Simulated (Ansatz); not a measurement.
How settings move the G0W0 gap of Li₂S (antifluorite)

Li₂S built on the antifluorite prototype, relaxed with r2SCAN; one-shot G0W0 in Ansatz without spin-orbit coupling. The values are computed, spin-unpolarised, and not measurements.

```cif
data_structure
_symmetry_space_group_name_H-M 'Fm-3m'
_symmetry_Int_Tables_number 225
_cell_length_a 5.6906
_cell_length_b 5.6906
_cell_length_c 5.6906
_cell_angle_alpha 90.000
_cell_angle_beta 90.000
_cell_angle_gamma 90.000
_cell_volume 184.28
loop_
_atom_site_label
_atom_site_type_symbol
_atom_site_symmetry_multiplicity
_atom_site_Wyckoff_symbol
_atom_site_fract_x
_atom_site_fract_y
_atom_site_fract_z
_atom_site_occupancy
S1 S 4 a 0.00000 0.00000 0.00000 1
Li1 Li 8 c 0.25000 0.75000 0.75000 1
```

Gaps are read over the mesh points alone. G0W0 values are finite-basis, finite-mesh values.
```tsv
start	potentials	frequency model	mesh	empty bands	screening cutoff (eV)	Kohn-Sham gap (eV)	G0W0 gap (eV)	rough cost
PBE	PAW	contour deformation	4×4×4	74	80	3.38	4.80	4 core-seconds
PBE	PAW	contour deformation	4×4×4	173	140	3.38	4.98	12 core-seconds
PBE	PAW	contour deformation	4×4×4	318	210	3.38	5.06	40 core-seconds
HSE06	PAW	contour deformation	4×4×4	173	140	4.34	5.46	40 core-seconds
LDA	PAW	contour deformation	4×4×4	173	140	3.16	4.89	10 core-seconds
r2SCAN	PAW	contour deformation	4×4×4	173	140	3.87	5.29	12 core-seconds
PBE	PAW	Godby-Needs pole	4×4×4	173	140	3.38	4.93	13 core-seconds
PBE	PAW	contour deformation	6×6×6	74	80	3.39	4.81	17 core-seconds
PBE	norm-conserving	contour deformation	4×4×4	173	140	3.39	4.97	22 core-seconds
```

G0W0 moves the gap on the mesh from 3.38 eV (PBE) to 5.06 eV (Γ to X). Renormalisation factors Z lie between 0.76 and 0.82.

Raising bands and cutoff together moves the gap by +0.18 eV (80 to 140 eV), then +0.08 eV (140 to 210 eV); the last step is still large, so the basis limit isn't reached. Starting from HSE06 (4.34 eV against PBE's 3.38 eV) gives 5.46 eV, +0.48 eV from G0W0@PBE at the same screening cutoff. Starting from LDA (3.16 eV against PBE's 3.38 eV) gives 4.89 eV, -0.09 eV from G0W0@PBE at the same screening cutoff. Starting from r2SCAN (3.87 eV against PBE's 3.38 eV) gives 5.29 eV, +0.31 eV from G0W0@PBE at the same screening cutoff. The Godby-Needs plasmon pole differs from contour deformation by -0.05 eV. A 6×6×6 mesh in place of 4×4×4 changes the opening over PBE by +0.01 eV (the gap on the mesh by +0.01 eV). Norm-conserving potentials (wave cutoff 1034 eV against 420 eV) shift the quasiparticle gap by -0.01 eV and the PBE gap by +0.01 eV. r2SCAN runs take a wave cutoff of 500 eV.
